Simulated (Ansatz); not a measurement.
# ZrS under changes of volume

One of the cells (18.088 Å³/atom); the others are scaled copies at fixed shape and fractional positions:

```
CELL_PARAMETERS angstrom
0.00000 2.62500 2.62500
2.62500 0.00000 2.62500
2.62500 2.62500 0.00000
ATOMIC_POSITIONS crystal
Zr 0.00000 0.00000 0.00000
S 0.50000 0.50000 0.50000
```

- Program: Ansatz 0.2.0
- Functional: PBEsol
- Potentials or basis: all-electron LAPW, scalar-relativistic
- Cutoff: 228 eV (chosen from the basis error)
- Basis error allowed: 0.0005 eV/atom
- k mesh: 9 × 9 × 9
- Occupations: fermi-dirac, width 0.05 eV
- Spin: no spin polarisation

| volume (Å³/atom) | energy over the lowest point (meV/atom) | pressure (GPa) |
| --- | --- | --- |
| 17.003 | 0.90 | 2.0 |
| 17.364 | 0.00 | -1.1 |
| 17.726 | 5.86 | -3.9 |
| 18.088 | 17.73 | -6.4 |
| 18.450 | 34.98 | -8.7 |
| 18.811 | 57.00 | -10.7 |
| 19.173 | ? | ? |

What does the run at 19.173 Å³/atom give?

Energy over the lowest point 83.27 meV/atom; pressure -12.4 GPa.

Worked out: A Birch-Murnaghan fit of order 3 (a polynomial in V^(-2/3)) to the other rows has its minimum at 17.23 Å³/atom with B0 = V·E''(V) = 148 GPa and B' = 4.4. It gives 83.37 meV/atom at 19.173 Å³/atom, against the run's 83.27, and -dE/dV = -12.6 GPa, against -12.4.

Energies are extrapolated to zero smearing.
